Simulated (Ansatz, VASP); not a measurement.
MgI2: VASP beside Ansatz

```
Mg I
1.0
     4.16183    0.00000    0.00000
    -2.08091    3.60425    0.00000
     0.00000    0.00000    7.72747
Mg I
1 2
Direct
  0.00000 0.00000 0.00000
  0.33333 0.66667 0.78971
  0.66667 0.33333 0.21029
```

Alike in both runs: task single point; functional PBE; k mesh 6 × 6 × 4; occupations gaussian, width 0.05 eV; no spin polarisation.

|  | VASP | Ansatz |
| --- | --- | --- |
| version | VASP 6.6.1 | Ansatz 0.2.0 |
| potentials or method | VASP PAW PBE potentials, release 64 (Mg, I) | scalar-relativistic, plane waves, PAW |
| plane-wave cutoff (eV) | 520 | 520 |
| valence electrons in the cell | 16 | 44 |

```tsv
	VASP	Ansatz	Ansatz less VASP
gap on the k mesh at the Fermi level (eV)	3.70	3.72	+0.016
least direct gap on the mesh (eV)	3.90	3.92	+0.013
pressure (GPa)	1.3	1.3	+0.05
largest component of the traceless stress (GPa)	0.17	0.17	-0.008
rms of the force components (eV/Å)	0.148	0.153	+0.0045
```

Atom by atom the forces differ by 0.005 eV/Å (rms over components). The functional is the same, so the differences come from potentials, cutoffs and numerics. The two sets of potentials don't hold the same shells in valence.

Caveats: spin-orbit coupling is left out, which moves the levels of the heavy elements; this functional lacks dispersion, which binds the layers, so the pressure and a relaxed spacing across them are unreliable. A k mesh can miss the band edges.
